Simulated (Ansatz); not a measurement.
GaP, DFT, LDA, all-electron LAPW, scalar-relativistic (Ansatz 0.2.0), run on 1 thread of Intel(R) Xeon(R) Platinum 8375C CPU @ 2.90GHz (Ice Lake) on a shared host.

The geometry is COD entry 9008846, unchecked; take it as a test cell. The listed cell was then made from it by scaling, straining or moving an atom.

Command: `ansatz run input.yaml --threads 1 --pin off --max-ram 3072MiB --backend cpu --events-out ev --progress --plain --runs-dir out`

```yaml
crystal:
  lattice:
    - [0.0, 2.779755, 2.72525]
    - [2.779755, 0.0, 2.72525]
    - [2.779755, 2.779755, 0.0]
  atoms:
    - { symbol: Ga, position: [0.0, 0.0, 0.0] }
    - { symbol: P, position: [0.75, 0.75, 0.75] }
kpoints:
  mp_grid: { grid: [10, 10, 10] }
  band_path:
    path:
      - [0.0, 0.0, 0.0]
      - [0.0, 0.5, 0.5]
      - [0.25, 0.75, 0.5]
      - [0.0, 0.5, 0.0]
      - [0.0, 0.0, 0.0]
      - [0.5, 0.5, 0.0]
      - [0.38005, 0.61995, 0.0]
      - [-0.38005, 0.38005, 0.0]
      - [0.0, 0.0, 0.0]
    npoints: 5
scf:
  occupations: { method: fermi_dirac, width: 0.05 }
hamiltonian:
  xc: lda
  pseudopotentials: { kind: all_electron, lapw: { basis_error: 0.0005 } }
output:
  forces: true
  stress: true
  eigenvalues: true
```

How large is the problem that the program sets up?

102 irreducible k-points, 515 plane waves at Γ, 21 bands.

Estimate the wall time and the peak memory.

41 s of wall time for 7 SCF iterations, with a peak of 0.42 GiB. Times on shared machines scatter by tens of per cent.
